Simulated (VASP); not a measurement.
# BaTiO3 (P4mm) in VASP: notebook

The runs below take BaTiO3 through single point, relaxation of cell and atoms, with PBE, PBE+TS.

Everything below comes from runs of VASP 6.6.1. Logs are shortened: lines on timing, memory, paths and dates and some standing lists are left out, and cuts for length are marked.

## 1. The crystal as given

Symmetry: P4mm, No. 99, tetragonal system. The conventional cell has a = 4.000 Å, b = 4.000 Å, c = 4.018 Å, α = 90.00°, β = 90.00°, γ = 90.00°. Around Ba (site symmetry 4mm) lie 12 O at 2.79 to 2.88 Å. Around Ti (site symmetry 4mm) lie 6 O at 1.89 to 2.13 Å. O (site symmetry 2mm) is surrounded by 2 Ti at 2.00 Å. Around O (site symmetry 4mm) lie 2 Ti at 1.89 to 2.13 Å.

## 2. Single point, PBE

Input file INCAR:

```
ADDGRID = F
ALGO = Normal
EDIFF = 1E-7
ENCUT = 520
GGA = PE
ISIF = 2
ISMEAR = 0
LASPH = T
LCHARG = F
LREAL = Auto
LWAVE = F
NBANDS = 28
NELM = 100
PREC = Accurate
SIGMA = 0.05
```

Input file KPOINTS:

```
k-points
0
Gamma
  7 7 7
```

Input file POSCAR:

```
BaTiO3
1.0
    3.9998000000      0.0000000000      0.0000000000
    0.0000000000      3.9998000000      0.0000000000
    0.0000000000      0.0000000000      4.0180000000
Ba Ti O
1 1 3
Direct
    0.0050340000     -0.0151990000     -0.0081960000
    0.5109990000      0.5026790000      0.4796360000
   -0.0079330000      0.4990990000      0.5319510000
    0.5087000000     -0.0034200000      0.5100070000
    0.5274750000      0.4823970000      0.0100750000
```

Potentials or basis: VASP PAW PBE potentials, release 64 (Ba_sv, Ti_sv, O).

Started as:

```bash
> cat potpaw_PBE.64/Ba_sv/POTCAR potpaw_PBE.64/Ti_sv/POTCAR potpaw_PBE.64/O/POTCAR > POTCAR
> mpirun -np 1 vasp_std > vasp.out
```

OUTCAR:

```text
EDIFF = 1E-7
   ENCUT = 520
   GGA = PE
   ISIF = 2
   ISMEAR = 0
   LASPH = T
   LREAL = Auto
   NELM = 100
   PREC = Accurate

 Found    172 irreducible k-points:

 Following reciprocal coordinates:
            Coordinates               Weight
  0.000000  0.000000  0.000000      1.000000
  0.142857  0.000000  0.000000      2.000000
  0.000000  0.142857  0.000000      2.000000
  0.285714  0.000000  0.000000      2.000000
  0.000000  0.285714  0.000000      2.000000
  0.428571  0.000000  0.000000      2.000000
   k-points           NKPTS =    172   k-points in BZ     NKDIM =    172   number of bands    NBANDS=     28
   number of dos      NEDOS =    301   number of ions     NIONS =      5
   total plane-waves  NPLWV =  27000
   dimension x,y,z NGX =    30 NGY =   30 NGZ =   30
   dimension x,y,z NGXF=    60 NGYF=   60 NGZF=   60
   ions per type =               1   1   3
   NGX,Y,Z   is equivalent  to a cutoff of  12.47, 12.47, 12.41 a.u.
   NGXF,Y,Z  is equivalent  to a cutoff of  24.94, 24.94, 24.83 a.u.
 SYSTEM =  unknown system
   PREC   = accura    normal or accurate (medium, high low for compatibility)
   ISTART =      0    job   : 0-new  1-cont  2-samecut
   ICHARG =      2    charge: 1-file 2-atom 10-const
   ISPIN  =      1    spin polarized calculation?
   LNONCOLLINEAR =      F non collinear calculations
   LSORBIT =      F    spin-orbit coupling
   LASPH  =      T    aspherical Exc in radial PAW
   ENCUT  =  520.0 eV  38.22 Ry    6.18 a.u.   7.44  7.44  7.47*2*pi/ulx,y,z
   NELM   =    100;   NELMIN=  2; NELMDL= -5     # of ELM steps
   EDIFF  = 0.1E-06   stopping-criterion for ELM
   LREAL  =      T    real-space projection
   EDIFFG = 0.1E-05   stopping-criterion for IOM
   NSW    =      0    number of steps for IOM
   IBRION =     -1    ionic relax: 0-MD 1-quasi-New 2-CG
   NFREE  =      0    steps in history (QN), initial steepest desc. (CG)
   ISIF   =      2    stress and relaxation
   ISYM   =      2    0-nonsym 1-usesym 2-fastsym
   POTIM  = 0.5000    time-step for ionic-motion
   TEBEG  =    0.0;   TEEND  =   0.0 temperature during run
   PSTRESS=    0.0 pullay stress
   NELECT =      40.0000    total number of electrons
   NUPDOWN=      -1.0000    fix difference up-down
   EMIN   =  10.00;   EMAX   =-10.00  energy-range for DOS
   EFERMI =   0.00;   METHOD = LEGACY
   ISMEAR =     0;   SIGMA  =   0.05  broadening in eV -4-tet -1-fermi 0-gaus
   EFERMI_NEDOS =   21; number of points for ismear=-14 and -15
   IALGO  =     38    algorithm
   IMIX   =      4    mixing-type and parameters
     AMIX     =   0.40;   BMIX     =  1.00
     AMIX_MAG =   1.60;   BMIX_MAG =  1.00
  volume/ion in A,a.u.               =      12.86        86.76
  Fermi-wavevector in a.u.,A,eV,Ry     =   1.397653  2.641181 26.578078  1.953434
  Thomas-Fermi vector in A             =   2.520888
   LORBIT       =      0    0 simple, 1 ext, 2 COOP (PROOUT), +10 PAW based schemes
   GGA     = PE    functional components
   LHFCALC =     F    Hartree Fock is set to
   AEXX    =    0.0000 exact exchange contribution
   IVDW    =     0    specifies the selected vdW correction
   LEPSILON=     F    determine dielectric tensor
   LRPA    =     F    only Hartree local field effects (RPA)
 non-spin polarized calculation
 Gauss-broadening in eV      SIGMA  =   0.05
  energy-cutoff  :      520.00
  volume of cell :       64.28
 maximum number of plane-waves:      1755
 NGX is ok and might be reduce to    30
   NGX = 15   NGY = 15   NGZ = 15

 number of electron      40.0000002 magnetization

 Free energy of the ion-electron system (eV)
  ---------------------------------------------------
  ext. energy  EPLUGINS =         0.00000000
  ---------------------------------------------------
  free energy    TOTEN  =       -39.87756358 eV

  energy without entropy =      -39.87756358  energy(sigma->0) =      -39.87756358

 E-fermi :   4.0615     XC(G=0): -11.2387

 val. band max:        3.7418270018   @ k =  -0.4286   0.4286   0.4286
 cond. band min:       5.6945456682   @ k =   0.0000   0.0000   0.0000
 fundamental gap:      1.9527186664
 Fermi energy:         4.0615484395

 k-point     1 :       0.0000    0.0000    0.0000
  band No.  band energies     occupation
      1     -52.7278      2.00000
      2     -28.9682      2.00000
      3     -28.9524      2.00000
      4     -28.9404      2.00000
      5     -21.0027      2.00000
      6     -13.0810      2.00000
      7     -12.4077      2.00000
      8     -12.3642      2.00000
      9      -6.1866      2.00000
     10      -6.1757      2.00000
     11      -6.1713      2.00000
     12       1.3988      2.00000
     13       1.5050      2.00000
     14       1.5441      2.00000
     15       2.5598      2.00000
     16       2.5861      2.00000
     17       2.6404      2.00000
     18       3.3974      2.00000
     19       3.4866      2.00000
     20       3.5409      2.00000
     21       5.6945      0.00000
     22       5.9391      0.00000
     23       6.1298      0.00000
     24       7.8828      0.00000
     25       8.0110      0.00000
     26       8.8602      0.00000
     27       8.9580      0.00000
     28      11.0784      0.00000

 k-point     2 :       0.1429    0.0000    0.0000
  band No.  band energies     occupation
      1     -52.7276      2.00000
      2     -28.9681      2.00000
      3     -28.9618      2.00000
      4     -28.9401      2.00000
      5     -20.9806      2.00000
      6     -13.0970      2.00000
      7     -12.4018      2.00000
      8     -12.3491      2.00000
      9      -6.1575      2.00000
     10      -6.1405      2.00000
     11      -6.0971      2.00000
     12       1.1161      2.00000
     13       1.4227      2.00000
     14       1.4752      2.00000
     15       2.3432      2.00000
     16       2.4077      2.00000
     17       2.4827      2.00000
     18       3.0559      2.00000
     19       3.3703      2.00000
     20       3.4829      2.00000
     21       5.9143      0.00000
     22       6.0968      0.00000
     23       6.2150      0.00000
     24       7.9461      0.00000
     25       8.4719      0.00000
     26       9.2506      0.00000
     27       9.3297      0.00000
     28      11.5524      0.00000

 k-point     3 :       0.0000    0.1429    0.0000
  band No.  band energies     occupation
      1     -52.7276      2.00000
      2     -28.9678      2.00000
      3     -28.9520      2.00000
      4     -28.9504      2.00000
      5     -20.9801      2.00000
      6     -13.1010      2.00000
      7     -12.3952      2.00000
      8     -12.3484      2.00000
      9      -6.1669      2.00000
     10      -6.1452      2.00000
     11      -6.0834      2.00000
     12       1.1792      2.00000
     13       1.3583      2.00000
     14       1.4656      2.00000
     15       2.3129      2.00000
     16       2.3906      2.00000
     17       2.5595      2.00000
     18       3.0594      2.00000
     19       3.2501      2.00000
     20       3.4636      2.00000
     21       6.0598      0.00000
     22       6.1047      0.00000
     23       6.2195      0.00000
     24       8.0025      0.00000
     25       8.4187      0.00000
     26       9.2244      0.00000
     27       9.3168      0.00000
     28      11.5525      0.00000

 k-point     4 :       0.2857    0.0000    0.0000
  band No.  band energies     occupation
      1     -52.7272      2.00000
      2     -28.9842      2.00000
      3     -28.9666      2.00000
      4     -28.9392      2.00000
      5     -20.9301      2.00000
      6     -13.1883      2.00000
      7     -12.3822      2.00000
      8     -12.2537      2.00000
      9      -6.0859      2.00000
     10      -6.0686      2.00000
     11      -5.9274      2.00000
     12       0.4633      2.00000
     13       1.2618      2.00000
     14       1.2790      2.00000
     15       1.9986      2.00000
     16       2.0763      2.00000
     17       2.2071      2.00000
     18       2.4967      2.00000
     19       3.0867      2.00000
     20       3.2275      2.00000
     21       6.0028      0.00000
     22       6.7149      0.00000
     23       6.7705      0.00000
     24       7.9460      0.00000
     25       9.1952      0.00000
     26      10.1431      0.00000
     27      10.2614      0.00000
     28      12.2169      0.00000

 k-point     5 :       0.0000    0.2857    0.0000
  band No.  band energies     occupation
      1     -52.7272      2.00000
      2     -28.9729      2.00000
      3     -28.9667      2.00000
      4     -28.9511      2.00000
      5     -20.9287      2.00000
      6     -13.2031      2.00000
      7     -12.3668      2.00000
      8     -12.2419      2.00000
      9      -6.0934      2.00000
     10      -6.0804      2.00000
     11      -5.9108      2.00000
     12       0.4825      2.00000
     13       1.1851      2.00000
     14       1.2604      2.00000
     15       1.9865      2.00000
     16       2.0595      2.00000
     17       2.2846      2.00000
     18       2.4603      2.00000
     19       2.9655      2.00000
     20       3.1978      2.00000
     21       6.1873      0.00000
     22       6.7690      0.00000
     23       6.8131      0.00000
     24       8.0038      0.00000
     25       9.2119      0.00000
     26      10.0679      0.00000
     27      10.2306      0.00000
     28      12.1452      0.00000

 k-point     6 :       0.4286    0.0000    0.0000
  band No.  band energies     occupation
      1     -52.7268      2.00000
      2     -29.0014      2.00000
      3     -28.9660      2.00000
      4     -28.9385      2.00000
      5     -20.8887      2.00000
      6     -13.2944      2.00000
      7     -12.3677      2.00000
      8     -12.1306      2.00000
      9      -6.0259      2.00000
     10      -6.0081      2.00000
     11      -5.7936      2.00000
     12      -0.0209      2.00000
     13       1.0636      2.00000
     14       1.0988      2.00000
     15       1.7422      2.00000
     16       1.8167      2.00000
     17       2.0830      2.00000
     18       2.2002      2.00000
     19       2.8838      2.00000
     20       3.0477      2.00000
     21       6.0611      0.00000
     22       7.2110      0.00000
     23       7.2575      0.00000
     24       7.9333      0.00000
     25       9.5472      0.00000
     26      10.8480      0.00000
     27      11.2410      0.00000
     28      12.1373      0.00000

 [... further k-points ...]

------------------------ aborting loop because EDIFF is reached ----------------------------------------

  FORCE on cell =-STRESS in cart. coord.  units (eV):
  Direction    XX          YY          ZZ          XY          YZ          ZX
  --------------------------------------------------------------------------------------
  -------------------------------------------------------------------------------------
  Total        1.7541377      1.8478815      2.1770639      0.0449113     -0.0266822     -0.0511781
  in kB       43.7207685     46.0572722     54.2619339      1.1193858     -0.6650367     -1.2755812
  external PRESSURE =      48.0133248 kB  Pullay stress =       0.0000000 kB

 VOLUME and BASIS-vectors are now :
 -----------------------------------------------------------------------------
  energy-cutoff  :      520.00
  volume of cell :       64.28
      direct lattice vectors                 reciprocal lattice vectors
     3.999800000  0.000000000  0.000000000     0.250012501  0.000000000  0.000000000
     0.000000000  3.999800000  0.000000000     0.000000000  0.250012501  0.000000000
     0.000000000  0.000000000  4.018000000     0.000000000  0.000000000  0.248880040

 POSITION                                       TOTAL-FORCE (eV/Angst)
 -----------------------------------------------------------------------------------
      0.02013      3.93901      3.98507         0.136517      0.362241      0.148197
      2.04389      2.01062      1.92718         0.293428     -0.208958      0.065517
      3.96807      1.99630      2.13738         0.646930     -0.071513     -0.688533
      2.03470      3.98612      2.04921        -0.349489     -0.365471     -0.228821
      2.10979      1.92949      0.04048        -0.727386      0.283700      0.703640
 -----------------------------------------------------------------------------------
    total drift:                               -0.000174     -0.004910     -0.003253

  FREE ENERGIE OF THE ION-ELECTRON SYSTEM (eV)
  ---------------------------------------------------
  free  energy   TOTEN  =       -39.8775635777 eV

  energy  without entropy=      -39.8775635777  energy(sigma->0) =      -39.87756358
```

It took 6.4 min on 1 thread of Intel Xeon Platinum 8488C (Sapphire Rapids), shared host; peak memory 0.3 GiB.

The run converged, but some of its settings lie outside the range that counts as converged, so its numbers aren't taken as properties of the crystal.

What came out:

```yaml
Free_energy: -39.8776 eV
Pressure: 4.8 GPa
Largest_force: 1.051 eV/Å
Band_gap_on_the_k_mesh: 1.95 eV, indirect (least direct gap 2.15 eV)
```

Caveat: spin-orbit coupling is left out, which moves the levels of the heavy elements; an odd mesh through Γ misses points on the zone boundary, where band edges often lie.

(Part 1 of 2 ends here.)
